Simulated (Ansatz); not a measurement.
# Al2Ru: a hydrostatic pressure series

A pressure series on Al2Ru (-1 to 90 GPa): equation of state, axes and gap.

Program: Ansatz 0.2.0. Level of theory: DFT PBEsol, scalar-relativistic, plane waves, PAW. These are calculated values, not measurements.

1 further run of the same task is left out (set aside as unsound or not needed).

### Step 1. The starting structure

The structure is tetragonal, space group I4/mmm (No. 139). The conventional cell has a = 3.121 Å, b = 3.121 Å, c = 8.423 Å, α = 90.00°, β = 90.00°, γ = 90.00°. Around Al (site symmetry 4mm) lie 5 Ru at 2.58 to 2.87 Å and 5 Al at 2.68 to 2.69 Å. Ru (site symmetry 4/mmm) has 10 Al at 2.58 to 2.87 Å in its first shell of neighbours.

As a file:

```
CELL_PARAMETERS angstrom
-1.56068 1.56068 4.21155
1.56068 -1.56068 4.21155
1.56068 1.56068 -4.21155
ATOMIC_POSITIONS crystal
Al 0.65908 0.65908 0.00000
Al 0.34092 0.34092 0.00000
Ru 0.00000 0.00000 0.00000
```

It goes back to an entry of the Materials Project, which need not be the stable form.

This cell was relaxed beforehand with the same method: volume 13.68 Å³/atom, gap on the mesh none (metal).

### Step 2. Relaxing at -1 GPa

Input file input.yaml:

```yaml
crystal:
  lattice:
    - [-1.5657629158, 1.5657629158, 4.2252715254]
    - [1.5657629158, -1.5657629158, 4.2252715254]
    - [1.5657629158, 1.5657629158, -4.2252715254]
  atoms:
    - { symbol: Al, position: [0.6590760826, 0.6590760826, 0.0] }
    - { symbol: Al, position: [0.3409239174, 0.3409239174, 0.0] }
    - { symbol: Ru, position: [0.0, 0.0, 0.0] }
basis:
  ecutwfc: 420
kpoints:
  mp_grid: { grid: [18, 18, 18] }
hamiltonian:
  xc: pbesol
scf:
  occupations: { method: gaussian, width: 0.1 }
output:
  forces: true
  stress: true
  eigenvalues: true
relax:
  adjacent_minimum: "off"
  f_tol: 0.008
  max_steps: 50
  cell: { stress_tol: 0.08, p_target: -1.0 }
```

On the command line:

```bash
ansatz run input.yaml --threads 1 --pin off --max-ram 2560MiB --backend cpu --events-out ev --progress --plain --runs-dir out
```

Further runs follow: relaxing at 1 GPa; 4 GPa; relaxing at 12 GPa; relaxing at 25 GPa; 50 GPa; relaxing at 90 GPa.

Before running it: what results should come out? Wanted: bulk modulus B0; B0'.

The runs gave:

| quantity | value |
| --- | --- |
| volume at 90 GPa | 10.36 Å³/atom, V/V0 = 0.757 |
| bulk modulus B0 (third-order Birch-Murnaghan) | 180 GPa |
| B0' | 4.2 |

In words: At 90 GPa the crystal has lost 24.3 % of its volume. A third-order Birch-Murnaghan curve fits the points with B0 = 180 GPa. The symmetry of the start is kept, so a transition to another structure would not show.
